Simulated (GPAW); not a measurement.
Input of a GPAW 26.7.0 run:

The input run.py:

```python
from ase.eos import EquationOfState
from ase.io import Trajectory, read
from ase.units import GPa
from gpaw import GPAW, PW

atoms = read('POSCAR')
atoms.set_initial_magnetic_moments([1.0, 0.0])

traj = Trajectory('eos.traj', 'w')
volumes, energies = [], []
for x in [0.94, 0.96, 0.98, 1.0, 1.02, 1.04, 1.06]:
    a = atoms.copy()
    a.set_cell(atoms.cell * x**(1 / 3), scale_atoms=True)
    calc = GPAW(mode=PW(800),
                xc='LDA',
                kpts={'size': (8, 8, 8), 'gamma': True},
                occupations={'name': 'fermi-dirac', 'width': 0.05},
                setups={'Ni': 'v3'},
                nbands=-11,
                convergence={'density': 1e-05, 'energy': 1e-05},
                maxiter=150,
                txt=f'eos-{x:.2f}.txt')
    a.calc = calc
    energies.append(a.get_potential_energy(force_consistent=True))
    volumes.append(a.get_volume())
    p = -a.get_stress()[:3].mean() / GPa
    calc.write(f'eos-{x:.2f}.gpw')
    traj.write(a)
    print(f'{x:.2f} {volumes[-1]:10.4f} A^3 {energies[-1]:14.6f} eV {p:9.3f} GPa', flush=True)

v0, e0, B = EquationOfState(volumes, energies, eos='birchmurnaghan').fit()
print(f'V0 = {v0:.4f} A^3, E0 = {e0:.6f} eV, B0 = {B / GPa:.2f} GPa')
```

The input POSCAR:

```
NiO
1.0
    0.0000000000      2.0859016414      2.0859016414
    2.0859016414      0.0000000000      2.0859016414
    2.0859016414      2.0859016414      0.0000000000
Ni O
1 1
Direct
    0.0000000000      0.0000000000      0.0000000000
    0.5000000000      0.5000000000      0.5000000000
```

Potentials or basis: the program's PAW data sets (release 1.2.1) made for this functional, newer versions, pw.

Launch:

```sh
$ OMP_NUM_THREADS=1 python run.py
```

Question: Predict the bulk modulus.

Answer: 259 GPa (rough).

Question: Predict the equilibrium volume.

Answer: 8.33 Å³/atom (rough: see the caveat).

Energy against volume, from the lowest point:
```tsv
volume (Å³/atom)	energy (meV/atom)
8.531	0.00
8.713	9.44
8.894	23.71
9.076	42.42
9.257	65.05
9.439	91.10
9.620	120.12
```

Caveat: the minimum lies outside the volumes run.
